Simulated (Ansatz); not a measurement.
## NdH2: phonons with PBEsol

NdH2:

```
Nd H
1.0
     0.00000    2.73500    2.73500
     2.73500    0.00000    2.73500
     2.73500    2.73500    0.00000
Nd H
1 2
Direct
  0.00000 0.00000 0.00000
  0.75000 0.75000 0.75000
  0.25000 0.25000 0.25000
```

- Program: Ansatz 0.2.0
- Task: phonons
- Functional: PBEsol
- Potentials or basis: Ansatz PAW
- Cutoff: 420 eV (not typed: the program's choice for these potentials)
- k mesh: 6 × 6 × 6
- Occupations: fermi-dirac, width 0.05 eV
- Spin: collinear spin, ferromagnetic start
- Starting moments: [3.0, 0.0, 0.0] μB

```yaml
Band_gap_on_the_k_mesh: none (metal or under the smearing width)
Net_moment: 3.64 μB per cell
Absolute_moment: 3.71 μB per cell
Site_moments: Nd +3.13; H +0.01 μB
```

Levels at points of the mesh, in eV from the Fermi level:
Spin up:
```tsv
k point	band 8	band 9	band 10	band 11	band 12	band 13
(0.00, 0.00, 0.00)	-0.13	-0.13	0.16	0.16	0.16	1.33
(0.00, 0.00, -0.50)	-0.34	-0.12	0.05	0.34	0.34	0.73
(0.00, -0.50, -0.50)	-0.33	-0.33	-0.33	0.32	0.32	0.57
(-0.50, 0.00, -0.50)	-0.33	-0.33	-0.33	0.32	0.32	0.57
```
Spin down:
| k point | band 2 | band 3 | band 4 | band 5 | band 6 | band 7 | band 8 | band 9 | band 10 | band 11 |
| --- | --- | --- | --- | --- | --- | --- | --- | --- | --- | --- |
| (0.00, 0.00, 0.00) | -16.78 | -16.78 | -16.78 | -6.33 | -1.71 | 1.81 | 1.81 | 1.81 | 1.93 | 1.93 |
| (0.00, 0.00, -0.50) | -17.71 | -16.89 | -16.89 | -4.90 | -2.22 | 1.62 | 2.01 | 2.01 | 2.02 | 2.02 |
| (0.00, -0.50, -0.50) | -17.70 | -17.07 | -17.07 | -4.34 | -2.25 | -0.90 | 2.02 | 2.03 | 2.03 | 2.26 |
| (-0.50, 0.00, -0.50) | -17.70 | -17.07 | -17.07 | -4.34 | -2.25 | -0.90 | 2.02 | 2.03 | 2.03 | 2.26 |

Run time: 7.6 s on 2 threads of AMD EPYC 7R13 Processor (Zen 3), on a shared host, peak memory 0.47 GiB.

Caveat: the magnetic or orbital state may not be the lowest; this version of the program is known to err on some quantities of such runs, which are left out of the summary and shouldn't be taken from the log; spin-orbit coupling is left out, which moves the levels of the heavy elements; without U or exact exchange the open f shell lies at the Fermi level, which spoils levels, moments and volumes. The state reached can hang on the start; a lower one may exist.
